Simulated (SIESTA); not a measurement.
## Cu under changes of volume

One of the cells (11.810 Å³/atom); the others are scaled copies at fixed shape and fractional positions:

```
Cu
1.0
     0.00000    1.80750    1.80750
     1.80750    0.00000    1.80750
     1.80750    1.80750    0.00000
Cu
1
Cartesian
  0.0000 0.0000 0.0000
```

* Program: SIESTA 5.4.2
* Functional: LDA
* Potentials or basis: PseudoDojo 0.4 standard (LDA files)
* Basis: DZP (energy shift 0.003 Ry; two zetas on semicore shells)
* Grid cutoff: 800 Ry
* Energy shift: 0.003 Ry
* k mesh: 13 × 13 × 13
* Occupations: fermi-dirac, width 0.05 eV
* Spin: no spin polarisation

```csv
volume (Å³/atom),energy over the lowest point (meV/atom),pressure (GPa)
11.102,0.00,-4.3
11.338,8.89,-7.8
11.574,?,?
11.810,40.68,-13.4
12.047,62.28,-15.8
12.283,87.06,-17.9
12.519,114.84,-19.6
```

What does the run at 11.574 Å³/atom give?

Energy over the lowest point 22.83 meV/atom; pressure -10.9 GPa.

Worked out: A Birch-Murnaghan fit of order 3 (a polynomial in V^(-2/3)) to the other rows has its minimum at 10.84 Å³/atom, just outside them, with B0 = V·E''(V) = 193 GPa and B' = 4.8. It gives 22.68 meV/atom at 11.574 Å³/atom, against the run's 22.83, and -dE/dV = -10.8 GPa, against -10.9.

Energies are extrapolated to zero smearing.

Caveats: short orbitals over semicore shells can move pressures by several GPa; the basis of atomic orbitals isn't converged, which shifts pressures, moduli and gaps.
